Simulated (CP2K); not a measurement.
Runs of CP2K 2026.2 on HfN. It takes space group Fm-3m (No. 225, cubic). The conventional cell has a = 4.512 Å, b = 4.512 Å, c = 4.512 Å, α = 90.00°, β = 90.00°, γ = 90.00°. Around Hf (site symmetry m-3m) lie 6 N at 2.26 Å. N (site symmetry m-3m) is surrounded by 6 Hf at 2.26 Å. 

```tsv
task	level	potentials or basis	U	k mesh	smearing	EPS_DEFAULT	NGRIDS	points a segment of the path (NPOINTS)	bands added on the path	CUTOFF of the grids	gap on the mesh (eV)	pressure (GPa)
band structure	r2SCAN	POTENTIAL_UZH Hf GTH-SCAN-q12, N GTH-SCAN-q5; TZVP-MOLOPT-SCAN-GTH basis	-	10 × 10 × 10	fermi-dirac 0.1 eV	1.0E-9	5	6	4	675 Ry	none	-4.8
band structure	PBE	GTH_POTENTIALS Hf GTH-PBE-q12, N GTH-PBE-q5; DZVP-MOLOPT-SR-GTH basis	-	10 × 10 × 10	fermi-dirac 0.05 eV	1.0E-9	5	8	2	450 Ry	none	(a)
single point	LDA+U	GTH_POTENTIALS Hf GTH-PADE-q12, N GTH-PADE-q5; DZVP-MOLOPT-SR-GTH basis	Hf d U = 2.0 eV	8 × 8 × 8	fermi-dirac 0.05 eV	1.0E-9	5	-	-	450 Ry	none	-
band structure	PBE	GTH_POTENTIALS Hf GTH-PADE-q12, N GTH-PADE-q5; DZVP-MOLOPT-SR-GTH basis	-	10 × 10 × 10	fermi-dirac 0.05 eV	1.0E-9	5	8	2	450 Ry	none	-8.3
band structure	PBEsol	POTENTIAL_UZH Hf GTH-PBE-q12, N GTH-PBE-q5; TZVP-MOLOPT-PBE-GTH basis	-	10 × 10 × 10	fermi-dirac 0.0259 eV	1.0E-9	5	8	4	450 Ry	none	-4.3
band structure	TB-mBJ	POTENTIAL_UZH Hf GTH-PBE-q12, N GTH-PBE-q5; TZVP-MOLOPT-PBE-GTH basis	-	10 × 10 × 10	fermi-dirac 0.0259 eV	1.0E-10	4	10	6	675 Ry	none	-
single point	LDA+U	GTH_POTENTIALS Hf GTH-PADE-q12, N GTH-PADE-q5; DZVP-MOLOPT-SR-GTH basis	Hf d U = 6.0 eV	8 × 8 × 8	fermi-dirac 0.05 eV	1.0E-9	5	-	-	450 Ry	none	-
single point	PBEsol	POTENTIAL_UZH Hf GTH-PBE-q12, N GTH-PBE-q5; TZVP-MOLOPT-PBE-GTH basis	-	10 × 10 × 10	fermi-dirac 0.05 eV	1.0E-10	4	-	-	450 Ry	none	-4.3
```

Alike in all rows: no spin polarisation; cell as given.

Problem. Estimate the missing entries.

Solution. (a) 0.7.

Caveats: the basis of atomic orbitals isn't converged, which shifts pressures, moduli and gaps; the potentials were made for another functional, which shifts forces and pressure (some runs); this program's U acts on Mulliken populations of all basis functions of the shell, so it isn't the U of plane-wave codes (some runs); energies scatter by some meV and the pressure isn't listed (some runs); U without spin polarisation on a metal has little footing (some runs); this is a model potential without an energy functional, so only levels have meaning (some runs).

A k mesh can miss the band edges, and the runs leave out spin-orbit coupling on Hf.

A gap of «none» marks a metal or a gap under the smearing width.

Not every run made on this cell is shown here.
